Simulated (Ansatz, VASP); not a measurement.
## Ti in VASP and in Ansatz

Contents of INCAR:

```
SYSTEM = Ti
PREC = Accurate ; ENCUT = 520
EDIFF = 1E-6 ; ISMEAR = 0
SIGMA = 0.013000000000000001 ; LREAL = .False.
LASPH = .True. ; NELM = 100
ALGO = Normal ; ISIF = 2
LWAVE = .False. ; LCHARG = .False.
GGA = PE ; NBANDS = 12
```

KPOINTS

```
regular mesh
0
Gamma
  11 11 11
  0 0 0
```

POSCAR

```
Ti
1.0
   -1.6410000000      1.6410000000      1.6410000000
    1.6410000000     -1.6410000000      1.6410000000
    1.6410000000      1.6410000000     -1.6410000000
Ti
1
Direct
    0.0000000000      0.0000000000      0.0000000000
```

Contents of input.yaml:

```yaml
crystal:
  lattice:
    - [-1.641, 1.641, 1.641]
    - [1.641, -1.641, 1.641]
    - [1.641, 1.641, -1.641]
  atoms:
    - { symbol: Ti, position: [0.0, 0.0, 0.0] }
kpoints:
  mp_grid: { grid: [11, 11, 11] }
scf:
  occupations: { method: gaussian, width: 0.013 }
hamiltonian:
  xc: pbe
  pseudopotentials: { kind: all_electron, lapw: { basis_error: 0.001 } }
output:
  forces: true
  stress: true
  eigenvalues: true
```

This isn't the form of Ti at room conditions, which is hcp.

Alike in both runs: task single point; functional PBE; k mesh 11 × 11 × 11; occupations gaussian, width 0.013 eV; no spin polarisation.

|  | VASP | Ansatz |
| --- | --- | --- |
| version | VASP 6.6.1 | Ansatz 0.2.0 |
| potentials or method | VASP PAW PBE potentials, release 64 (Ti_sv) | all-electron LAPW, scalar-relativistic |
| plane-wave cutoff (eV) | 520 | see its input |

Ansatz gave:

```
gap on the k mesh at the Fermi level (eV) : none
pressure (GPa)                            : -2.9
```

Question: Which values does VASP return?

Answer: gap on the k mesh at the Fermi level (eV): none; pressure (GPa): -3.1.

A gap of «none» marks a metal or a gap that the smearing closes. Ansatz ran all-electron here, so the differences hold the error of VASP's frozen core and of both bases.
